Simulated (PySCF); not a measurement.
Match the calculated data to a structure.

All candidates are C7H10.

| technique | computed result |
| --- | --- |
| Dipole | 0.31 D [PBE0/pcSseg-1] |
| 1H NMR | chemical shifts (computed TMS as zero) by class: 6.38 (2 H), 2.75 (2 H), 1.75 (2 H), 1.42 (1 H), 1.06 (2 H), 1.02 (1 H) ppm [GIAO PBE0/pcSseg-1] |
| 13C NMR | chemical shifts (computed TMS as zero) by class: 144.4 (2 C), 52.7 (1 C), 45.0 (2 C), 27.2 (2 C) ppm [GIAO PBE0/pcSseg-1] |
| Rotational structure | rotational constants A, B, C: 3.996, 3.498, 3.081 GHz [GFN2-xTB] |

The electronic properties come from PySCF, for the isolated species, density fitting. Levels stand in brackets. Isolated species at its GFN2-xTB geometry, gas phase. Each NMR value is the plain mean over a class of atoms that symmetry, rotation or inversion makes alike.

**Question.** Which candidate is it?
A. `CCC1=CC=CC1`
B. `C1=C[C@H]2CC[C@@H]1C2`
C. `C=CC(=C)/C=C/C`

**Answer.** B. It is `C1=C[C@H]2CC[C@@H]1C2`. Numbering: `[CH:1]1=[CH:2][C@H:3]2[CH2:4][CH2:5][C@@H:6]1[CH2:7]2`. Its formula, C7H10, gives 3 degrees of unsaturation: 2 rings and 1 π bond in the structure found. 7 carbons fall into 4 classes; from least to most shielded: alkene CH carbon [C1/C2] (144.4 ppm, 2 C), ring CH2 carbon [C7] (52.7 ppm), sp3 carbon at a ring junction [C3/C6] (45.0 ppm, 2 C), ring CH2 carbon [C4/C5] (27.2 ppm, 2 C). Hydrogen classes from least to most shielded: 2 H on 2 alkene CH carbons, C1/C2 (6.38 ppm), 2 H on 2 like atoms (sp3 carbon at a ring junction), C3/C6 (2.75 ppm), 2 H on 2 ring CH2 carbons, C4/C5 (1.75 ppm), 1 H on a ring CH2 carbon, C7 (1.42 ppm), 2 H on 2 ring CH2 carbons, C4/C5 (1.06 ppm), 1 H on a ring CH2 carbon, C7 (1.02 ppm). The optimised geometry has point group Cs and is an asymmetric top.

The others, at the same levels:
- `C=CC(=C)/C=C/C` fails: it has 7 carbon classes against 4; its computed 13C shifts are 152.7 (1 C), 145.4 (1 C), 140.0 (1 C), 137.5 (1 C), 126.2 (1 C), 119.9 (1 C), 22.6 (1 C) ppm, 1H shifts are 6.72 (1 H), 6.44 (1 H), 6.40 (1 H), 5.80 (1 H), 5.61 (1 H), 5.21 (1 H), 5.16 (1 H), 1.97 (3 H) ppm and smallest rotational constant is 1.297 GHz (against 3.081 GHz).
- `CCC1=CC=CC1` fails: it has 7 carbon classes against 4; its computed 13C shifts are 161.0 (1 C), 139.9 (1 C), 139.2 (1 C), 134.3 (1 C), 44.8 (1 C), 29.7 (1 C), 19.1 (1 C) ppm, 1H shifts are 6.64 (1 H), 6.54 (1 H), 6.45 (1 H), 2.91 (2 H), 2.59 (2 H), 1.17 (3 H) ppm and rotational constant A is 6.332 GHz (against 3.996 GHz).

Each candidate is one conformer, not necessarily the lowest. Dipoles, sizes and rotational constants follow the conformer. The torsions of the flexible species, by atom-mapped SMILES:
- `[CH2:1]=[CH:2][C:3](=[CH2:4])/[CH:5]=[CH:6]/[CH3:7]`: C1–C2–C3–C4 -148°, C2–C3–C5–C6 27°
- `[CH3:1][CH2:2][C:3]1=[CH:4][CH:5]=[CH:6][CH2:7]1`: C1–C2–C3–C4 -119°

The conformers of `C1=C[C@H]2CC[C@@H]1C2` aren't listed.
